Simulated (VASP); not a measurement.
# MgO (Fm-3m) in VASP: further runs

One crystal, MgO, is run at these levels: PBE; tasks: relaxation of cell and atoms.

All numbers are computed with VASP 6.6.1; they aren't measurements. Logs are shortened: lines on timing, memory, paths and dates and some standing lists are left out, and cuts for length are marked.

## Step 1: The structure

It takes space group Fm-3m (No. 225, cubic). Conventional cell: a = 4.210 Å, b = 4.210 Å, c = 4.210 Å, α = 90.00°, β = 90.00°, γ = 90.00°. Around Mg (site symmetry m-3m) lie 6 O at 2.10 Å. O (site symmetry m-3m) has 6 Mg at 2.10 Å as nearest neighbours.

## Step 2: Relaxation of cell and atoms, PBE

Input file INCAR:

```
SYSTEM = MgO
PREC = Accurate
ENCUT = 520
EDIFF = 1E-7
ISMEAR = 0
SIGMA = 0.02
LREAL = .False.
LASPH = .True.
NELM = 80
ALGO = Normal
ISIF = 3
LWAVE = .False.
LCHARG = .False.
GGA = PE
IBRION = 2
NSW = 80
EDIFFG = -0.002
```

Input file KPOINTS:

```
Automatic mesh
0
Gamma
  18 18 18
  0 0 0
```

Input file POSCAR:

```
MgO
1.0
    0.0000000000      2.1050000000      2.1050000000
    2.1050000000      0.0000000000      2.1050000000
    2.1050000000      2.1050000000      0.0000000000
Mg O
1 1
Direct
    0.0000000000      0.0000000000      0.0000000000
    0.5000000000      0.5000000000      0.5000000000
```

Potentials or basis: VASP PAW PBE potentials, release 64 (Mg, O).

On the command line:

```
$ cat potpaw_PBE.64/Mg/POTCAR potpaw_PBE.64/O/POTCAR > POTCAR
$ mpirun -np 1 vasp_std > vasp.out
```

OUTCAR:

```text
SYSTEM = MgO
   PREC = Accurate
   ENCUT = 520
   EDIFF = 1E-7
   ISMEAR = 0
   LREAL = .False.
   LASPH = .True.
   NELM = 80
   ISIF = 3
   GGA = PE
   IBRION = 2
   NSW = 80
   EDIFFG = -0.002

 ion  position               nearest neighbor table
   1  0.000  0.000  0.000-   2 2.10   2 2.10   2 2.10   2 2.10   2 2.10   2 2.10
   2  0.500  0.500  0.500-   1 2.10   1 2.10   1 2.10   1 2.10   1 2.10   1 2.10

  LATTYP: Found a face centered cubic cell.
 ALAT       =     4.2100000000

  Lattice vectors:

 A1 = (   0.0000000000,   2.1050000000,   2.1050000000)
 A2 = (   2.1050000000,   0.0000000000,   2.1050000000)
 A3 = (   2.1050000000,   2.1050000000,   0.0000000000)

Analysis of symmetry for initial positions (statically):
=====================================================================
 Subroutine PRICEL returns:
 Original cell was already a primitive cell.

 Routine SETGRP: Setting up the symmetry group for a
 face centered cubic supercell.

 Subroutine GETGRP returns: Found 48 space group operations
 (whereof 48 operations were pure point group operations)
 out of a pool of 48 trial point group operations.

The static configuration has the point symmetry O_h .

Analysis of symmetry for dynamics (positions and initial velocities):
=====================================================================
 Subroutine PRICEL returns:
 Original cell was already a primitive cell.

 Routine SETGRP: Setting up the symmetry group for a
 face centered cubic supercell.

 Subroutine GETGRP returns: Found 48 space group operations
 (whereof 48 operations were pure point group operations)
 out of a pool of 48 trial point group operations.

The dynamic configuration has the point symmetry O_h .

 Subroutine INISYM returns: Found 48 space group operations
 (whereof 48 operations are pure point group operations),
 and found     1 'primitive' translations

----------------------------------------------------------------------------------------

                                     Primitive cell

  volume of cell :      18.6546

  direct lattice vectors                    reciprocal lattice vectors
     0.000000000  2.105000000  2.105000000    -0.237529691  0.237529691  0.237529691
     2.105000000  0.000000000  2.105000000     0.237529691 -0.237529691  0.237529691
     2.105000000  2.105000000  0.000000000     0.237529691  0.237529691 -0.237529691

  length of vectors
     2.976919549  2.976919549  2.976919549     0.411413493  0.411413493  0.411413493

  position of ions in fractional coordinates (direct lattice)
     0.000000000  0.000000000  0.000000000
     0.500000000  0.500000000  0.500000000

  ion indices of the primitive-cell ions
   primitive index   ion index
                 1           1
                 2           2

----------------------------------------------------------------------------------------

 KPOINTS: Automatic mesh

Automatic generation of k-mesh.
 Grid dimensions read from file:
 generate k-points for:   18   18   18

 Generating k-lattice:

  Cartesian coordinates                     Fractional coordinates (reciprocal lattice)
    -0.013196094  0.013196094  0.013196094     0.055555556  0.000000000  0.000000000
     0.013196094 -0.013196094  0.013196094     0.000000000  0.055555556  0.000000000
     0.013196094  0.013196094 -0.013196094     0.000000000  0.000000000  0.055555556

  Length of vectors
     0.022856305  0.022856305  0.022856305

  Shift w.r.t. Gamma in fractional coordinates (k-lattice)
     0.000000000  0.000000000  0.000000000

 Subroutine IBZKPT returns following result:
 ===========================================

 Found    195 irreducible k-points:

 Following reciprocal coordinates:
            Coordinates               Weight
  0.000000  0.000000  0.000000      1.000000
  0.055556  0.000000  0.000000      8.000000
  0.111111  0.000000  0.000000      8.000000
  0.166667  0.000000  0.000000      8.000000
  0.222222  0.000000  0.000000      8.000000
  0.277778  0.000000  0.000000      8.000000
[... 16 lines left out ...]
 -0.277778  0.055556  0.000000     24.000000
 -0.222222  0.055556  0.000000     24.000000
 [... further k-points ...]
   k-points           NKPTS =    195   k-points in BZ     NKDIM =    195   number of bands    NBANDS=      8
   number of dos      NEDOS =    301   number of ions     NIONS =      2
   total plane-waves  NPLWV =  13824
   dimension x,y,z NGX =    24 NGY =   24 NGZ =   24
   dimension x,y,z NGXF=    48 NGYF=   48 NGZF=   48
   ions per type =               1   1
   NGX,Y,Z   is equivalent  to a cutoff of  13.40, 13.40, 13.40 a.u.
   NGXF,Y,Z  is equivalent  to a cutoff of  26.81, 26.81, 26.81 a.u.
 SYSTEM =  MgO
   PREC   = accura    normal or accurate (medium, high low for compatibility)
   ISTART =      0    job   : 0-new  1-cont  2-samecut
   ICHARG =      2    charge: 1-file 2-atom 10-const
   ISPIN  =      1    spin polarized calculation?
   LNONCOLLINEAR =      F non collinear calculations
   LSORBIT =      F    spin-orbit coupling
   LASPH  =      T    aspherical Exc in radial PAW
   ENCUT  =  520.0 eV  38.22 Ry    6.18 a.u.   5.54  5.54  5.54*2*pi/ulx,y,z
   NELM   =     80;   NELMIN=  2; NELMDL= -5     # of ELM steps
   EDIFF  = 0.1E-06   stopping-criterion for ELM
   LREAL  =      F    real-space projection
   EDIFFG = -.2E-02   stopping-criterion for IOM
   NSW    =     80    number of steps for IOM
   IBRION =      2    ionic relax: 0-MD 1-quasi-New 2-CG
   NFREE  =      1    steps in history (QN), initial steepest desc. (CG)
   ISIF   =      3    stress and relaxation
   ISYM   =      2    0-nonsym 1-usesym 2-fastsym
   POTIM  = 0.5000    time-step for ionic-motion
   TEBEG  =    0.0;   TEEND  =   0.0 temperature during run
   PSTRESS=    0.0 pullay stress
   NELECT =       8.0000    total number of electrons
   NUPDOWN=      -1.0000    fix difference up-down
   EMIN   =  10.00;   EMAX   =-10.00  energy-range for DOS
   EFERMI =   0.00;   METHOD = LEGACY
   ISMEAR =     0;   SIGMA  =   0.02  broadening in eV -4-tet -1-fermi 0-gaus
   EFERMI_NEDOS =   21; number of points for ismear=-14 and -15
   IALGO  =     38    algorithm
   IMIX   =      4    mixing-type and parameters
     AMIX     =   0.40;   BMIX     =  1.00
     AMIX_MAG =   1.60;   BMIX_MAG =  1.00
  volume/ion in A,a.u.               =       9.33        62.94
  Fermi-wavevector in a.u.,A,eV,Ry     =   1.234552  2.332965 20.736894  1.524119
  Thomas-Fermi vector in A             =   2.369237
   LORBIT       =      0    0 simple, 1 ext, 2 COOP (PROOUT), +10 PAW based schemes
   GGA     = PE    functional components
   LHFCALC =     F    Hartree Fock is set to
   AEXX    =    0.0000 exact exchange contribution
   IVDW    =     0    specifies the selected vdW correction
   LEPSILON=     F    determine dielectric tensor
   LRPA    =     F    only Hartree local field effects (RPA)
 conjugate gradient relaxation of ions
 non-spin polarized calculation
 Gauss-broadening in eV      SIGMA  =   0.02
  energy-cutoff  :      520.00
  volume of cell :       18.65
 maximum number of plane-waves:       531
 NGX is ok and might be reduce to    24
   NGX = 11   NGY = 11   NGZ = 11

--------------------------------------- Ionic step        1  -------------------------------------------

 number of electron       8.0000005 magnetization

 Free energy of the ion-electron system (eV)
  ---------------------------------------------------
  ext. energy  EPLUGINS =         0.00000000
  ---------------------------------------------------
  free energy    TOTEN  =       -11.90482105 eV

  energy without entropy =      -11.90482105  energy(sigma->0) =      -11.90482105

------------------------ aborting loop because EDIFF is reached ----------------------------------------

  FORCE on cell =-STRESS in cart. coord.  units (eV):
  Direction    XX          YY          ZZ          XY          YZ          ZX
  --------------------------------------------------------------------------------------
  -------------------------------------------------------------------------------------
  Total        0.4901290      0.4901290      0.4901290     -0.0000000     -0.0000000      0.0000000
  in kB       42.0954085     42.0954085     42.0954085     -0.0000000     -0.0000000      0.0000000
  external PRESSURE =      42.0954085 kB  Pullay stress =       0.0000000 kB

 VOLUME and BASIS-vectors are now :
 -----------------------------------------------------------------------------
  energy-cutoff  :      520.00
  volume of cell :       18.65
      direct lattice vectors                 reciprocal lattice vectors
     0.000000000  2.105000000  2.105000000    -0.237529691  0.237529691  0.237529691
     2.105000000  0.000000000  2.105000000     0.237529691 -0.237529691  0.237529691
     2.105000000  2.105000000  0.000000000     0.237529691  0.237529691 -0.237529691
[... 37 lines left out ...]
 POSITION                                       TOTAL-FORCE (eV/Angst)
 -----------------------------------------------------------------------------------
      2.12989      4.25977      2.12989         0.000000      0.000000     -0.000000
      2.12989      2.12989      2.12989        -0.000000     -0.000000      0.000000
 -----------------------------------------------------------------------------------
    total drift:                                0.000000     -0.000000      0.000000

  FREE ENERGIE OF THE ION-ELECTRON SYSTEM (eV)
  ---------------------------------------------------
  free  energy   TOTEN  =       -11.9104051059 eV

  energy  without entropy=      -11.9104051059  energy(sigma->0) =      -11.91040511

--------------------------------------- Ionic step        3  -------------------------------------------

 number of electron       8.0000004 magnetization

 Free energy of the ion-electron system (eV)
  ---------------------------------------------------
  ext. energy  EPLUGINS =         0.00000000
  ---------------------------------------------------
  free energy    TOTEN  =       -11.91116384 eV

  energy without entropy =      -11.91116384  energy(sigma->0) =      -11.91116384

 E-fermi :   3.1130     XC(G=0): -10.9626

 val. band max:        3.0045595038   @ k =   0.0000   0.0000   0.0000
 cond. band min:       7.4949990584   @ k =   0.0000   0.0000   0.0000
 fundamental gap:      4.4904395546
 Fermi energy:         3.1130395402

 k-point     1 :       0.0000    0.0000    0.0000
  band No.  band energies     occupation
      1     -14.1345      2.00000
      2       3.0046      2.00000
      3       3.0046      2.00000
      4       3.0046      2.00000
      5       7.4950      0.00000
      6      18.6645      0.00000
      7      18.6645      0.00000
      8      18.6645      0.00000

 k-point     2 :       0.0556    0.0000    0.0000
  band No.  band energies     occupation
      1     -14.1028      2.00000
      2       2.7838      2.00000
      3       2.9840      2.00000
      4       2.9840      2.00000
      5       7.7117      0.00000
      6      18.1685      0.00000
      7      18.7394      0.00000
      8      18.7394      0.00000
[... 221 lines left out ...]
 k-point    23 :      -0.2778    0.0556    0.0000
  band No.  band energies     occupation
      1     -13.3764      2.00000
      2      -0.1747      2.00000
      3       2.4403      2.00000
      4       2.6190      2.00000
      5      10.3920      0.00000
      6      15.1180      0.00000
      7      19.0946      0.00000
      8      19.5775      0.00000

 k-point    24 :      -0.2222    0.0556    0.0000
  band No.  band energies     occupation
      1     -13.5859      2.00000
      2       0.4974      2.00000
      3       2.5545      2.00000
      4       2.7284      2.00000
      5       9.9013      0.00000
      6      15.4107      0.00000
      7      19.1928      0.00000
      8      19.6312      0.00000

 [... further k-points ...]

------------------------ aborting loop because EDIFF is reached ----------------------------------------

  FORCE on cell =-STRESS in cart. coord.  units (eV):
  Direction    XX          YY          ZZ          XY          YZ          ZX
  --------------------------------------------------------------------------------------
  -------------------------------------------------------------------------------------
  Total        0.0007275      0.0007275      0.0007275      0.0000000      0.0000000      0.0000000
  in kB        0.0608725      0.0608725      0.0608725      0.0000000      0.0000000      0.0000000
  external PRESSURE =       0.0608725 kB  Pullay stress =       0.0000000 kB

 VOLUME and BASIS-vectors are now :
 -----------------------------------------------------------------------------
  energy-cutoff  :      520.00
  volume of cell :       19.15
      direct lattice vectors                 reciprocal lattice vectors
    -0.000000000  2.123392486  2.123392486    -0.235472247  0.235472247  0.235472247
     2.123392486 -0.000000000  2.123392486     0.235472247 -0.235472247  0.235472247
     2.123392486  2.123392486  0.000000000     0.235472247  0.235472247 -0.235472247

 POSITION                                       TOTAL-FORCE (eV/Angst)
 -----------------------------------------------------------------------------------
      0.00000     -0.00000      0.00000         0.000000      0.000000      0.000000
      2.12339      2.12339      2.12339         0.000000      0.000000     -0.000000
 -----------------------------------------------------------------------------------
    total drift:                               -0.000000     -0.000000      0.000000

  FREE ENERGIE OF THE ION-ELECTRON SYSTEM (eV)
  ---------------------------------------------------
  free  energy   TOTEN  =       -11.9111638431 eV

  energy  without entropy=      -11.9111638431  energy(sigma->0) =      -11.91116384

 reached required accuracy - stopping structural energy minimisation
```

Run time: 19 s. Hardware: 1 thread of Intel Xeon 6975P-C (Granite Rapids), shared host; peak memory 0.17 GiB.

What came out:

```
Free energy                            : -11.9112 eV
Relaxed volume                         : 9.57 Å³/atom
Relaxed cell                           : a = 3.003 Å, b = 3.003 Å, c = 3.003 Å, α = 60.00°, β = 60.00°, γ = 60.00°
Space group after relaxing (to 0.05 Å) : Fm-3m (No. 225)
Energy gained by relaxing              : 3.2 meV/atom
Ionic steps                            : 3
Pressure after relaxing                : 0.0 GPa
Band gap on the k mesh                 : 4.49 eV, direct
```

The path:
```csv
step,energy change (eV),largest force (eV/Å),pressure (GPa),volume (Å³)
1,0.0000,0.0000,4.21,18.65
2,-0.0056,0.0000,-1.37,19.32
3,-0.0063,0.0000,0.01,19.15
```

Final structure:
```xyz
2
Lattice="0.0000 2.1234 2.1234 2.1234 0.0000 2.1234 2.1234 2.1234 0.0000" Properties=species:S:1:pos:R:3 pbc="T T T"
Mg    0.0000    0.0000    0.0000
O     2.1234    2.1234    2.1234
```

Levels at points of the mesh, in eV from the valence-band top:
```tsv
k point	band 1	band 2	band 3	band 4	band 5	band 6	band 7	band 8
(0.00, 0.00, 0.00)	-17.14	0.00	0.00	0.00	4.49	15.66	15.66	15.66
(0.50, 0.00, 0.00)	-15.92	-4.51	-0.63	-0.63	7.74	12.33	16.06	16.06
(0.50, 0.50, 0.00)	-15.67	-3.98	-1.31	-1.31	9.09	9.70	12.84	18.60
```

[end of part 1 of 2]
